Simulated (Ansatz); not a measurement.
## WS2 (Tungstenite) in Ansatz: the effect of Hubbard term

The system is WS2 (Tungstenite).

```xyz
6
Lattice="3.1800 0.0000 0.0000 -1.5900 2.7540 0.0000 0.0000 0.0000 12.5000" Properties=species:S:1:pos:R:3 pbc="T T T"
W     1.5900    0.9180    9.3750
W     0.0000    1.8360    3.1250
S     1.5900    0.9180    4.6875
S     0.0000    1.8360   10.9375
S     1.5900    0.9180    1.5625
S     0.0000    1.8360    7.8125
```

Alike in all runs:

- Program: Ansatz 0.2.0
- Task: band structure
- Functional: PBEsol
- Potentials or basis: Ansatz PAW
- Cutoff: 420 eV (not typed: the program's choice for these potentials)
- k mesh: 10 × 10 × 3
- Occupations: fermi-dirac, width 0.05 eV
- Spin: no spin polarisation
- Path: [["G", "M", "K", "G", "A", "L", "H", "A"], ["L", "M"], ["K", "H"]]
- Points for each segment of the path: 14
- Hubbard projectors: ortho-atomic (the default)
- Double counting: fll (the default)

Task: One run gave: pressure -0.9 GPa. Which Hubbard term did it use?
A. W d U = 4 eV
B. W d U = 2 eV
C. W d U = 8 eV
D. W d U = 1 eV
E. W d U = 5 eV

Result: C.

```tsv
Hubbard term	pressure (GPa)
none	-2.7
W d U = 1 eV	-2.7
W d U = 2 eV	-2.6
W d U = 3 eV	-2.5
W d U = 4 eV	-2.4
W d U = 5 eV	-2.3
W d U = 6 eV	-2.1
W d U = 8 eV	-0.9
```

Caveats: this functional lacks dispersion, which binds the layers, so the pressure and a relaxed spacing across them are unreliable; the PAW data sets come from PBE, with cores solved anew for the run's functional, which leaves a small shift of forces and pressure.
